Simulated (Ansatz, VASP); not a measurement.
**Si: VASP beside Ansatz**

Contents of INCAR:

```
SYSTEM = Si
ALGO = Normal
EDIFF = 1E-7
EDIFFG = -0.005
ENCUT = 600
GGA = RE
IBRION = 2
ISIF = 3
ISMEAR = -1
IVDW = 12
LASPH = .True.
LCHARG = .False.
LREAL = .False.
LWAVE = .False.
NELM = 100
NSW = 80
PREC = Accurate
SIGMA = 0.05
```

File KPOINTS:

```
k-points
0
Gamma
  8 8 8
  0 0 0
```

The input POSCAR:

```
Si
1.0
    0.0000000000      2.7218511865      2.7218511865
    2.7218511865      0.0000000000      2.7218511865
    2.7218511865      2.7218511865      0.0000000000
Si
2
Direct
    0.5000000000      0.5000000000      0.5000000000
    0.7500000000      0.7500000000      0.7500000000
```

The input input.yaml:

```yaml
crystal:
  lattice:
    - [0.0, 2.7218511865, 2.7218511865]
    - [2.7218511865, 0.0, 2.7218511865]
    - [2.7218511865, 2.7218511865, 0.0]
  atoms:
    - { symbol: Si, position: [0.5, 0.5, 0.5] }
    - { symbol: Si, position: [0.75, 0.75, 0.75] }
kpoints:
  mp_grid: { grid: [8, 8, 8] }
scf:
  occupations: { method: fermi_dirac, width: 0.05 }
hamiltonian:
  xc: revpbe
  dispersion: d3bj
  pseudopotentials: { kind: all_electron, lapw: { basis_error: 0.001 } }
output:
  forces: true
  stress: true
relax:
  f_tol: 0.005
  max_steps: 60
  cell: {}
```

Alike in both runs: task relaxation of cell and atoms; functional revPBE; dispersion D3(BJ); k mesh 8 × 8 × 8; occupations fermi-dirac, width 0.05 eV; no spin polarisation.

|  | VASP | Ansatz |
| --- | --- | --- |
| version | VASP 6.6.1 | Ansatz 0.2.0 |
| potentials or method | VASP PAW PBE potentials, release 64 (Si) | all-electron LAPW, scalar-relativistic |
| plane-wave cutoff (eV) | 600 | see its input |

```csv
,VASP,Ansatz,Ansatz less VASP
relaxed volume (Å³/atom),19.58,19.61,+0.027
relaxed cell length with the largest relative difference (Å),3.812,3.813,+0.0017
energy change over the relaxation (meV/atom),-5,-4,+0.6
```

Ansatz ran all-electron here, so the differences hold the error of VASP's frozen core and of both bases.

Caveats: the PAW data sets were made with another functional, which shifts forces and pressure a little (VASP). A k mesh can miss the band edges.
